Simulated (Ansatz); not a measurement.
FeGe:

```
Ge Fe
1.0
     4.99760    0.00000    0.00000
    -2.49880    4.32805    0.00000
     0.00000    0.00000    4.11576
Ge Fe
3 3
Direct
  0.66667 0.33333 0.50000
  0.33333 0.66667 0.50000
  0.00000 0.00000 0.00000
  0.00000 0.50000 0.00000
  0.50000 0.50000 0.00000
  0.50000 0.00000 0.00000
```

The cell is a database's computed one.

```yaml
Program: Ansatz 0.2.0
Task: relaxation of cell and atoms
Functional: LDA
Potentials_or_basis: Ansatz PAW
Cutoff: "420 eV (not typed: the program's choice for these potentials)"
k_mesh: 6 × 6 × 7
Occupations: fermi-dirac, width 0.05 eV
Spin: collinear spin, ferromagnetic start
Starting_moments: "[0.0, 0.0, 0.0, 3.0, 3.0, 3.0] μB"
Hubbard_terms: Fe d U = 5 eV
```

At the start: volume 14.84 Å³/atom.

Where does the relaxation end?

It ends after 6 steps and the volume is 15.39 Å³/atom (+3.7 %); space group P6/mmm (No. 191, to 0.05 Å); moment 8.15 μB per cell.

The path:
| step | energy change (eV) | largest force (eV/Å) | volume (Å³) |
| --- | --- | --- | --- |
| 1 | 0.0000 | 0.0000 | 89.02 |
| 2 | -0.0358 | 0.0000 | 91.06 |
| 3 | -0.0411 | 0.0000 | 92.25 |
| 4 | -0.0411 | 0.0000 | 92.31 |
| 5 | -0.0431 | 0.0000 | 92.31 |
| 6 | -0.0431 | 0.0000 | 92.31 |

Final structure:
```
CELL_PARAMETERS angstrom
5.05493 0.00000 0.00000
-2.52747 4.37770 0.00000
0.00000 0.00000 4.17150
ATOMIC_POSITIONS crystal
Ge 0.66667 0.33333 0.50000
Ge 0.33333 0.66667 0.50000
Ge 0.00000 0.00000 0.00000
Fe 0.00000 0.50000 0.00000
Fe 0.50000 0.50000 0.00000
Fe 0.50000 0.00000 0.00000
```

Caveat: the magnetic or orbital state may not be the lowest; the plane-wave basis is chosen anew once the cell has moved, so the energies of steps on either side of that aren't comparable; the PAW data sets come from PBE, with cores solved anew for the run's functional, which leaves a small shift of forces and pressure; the U is typed as a test and isn't derived for this compound.
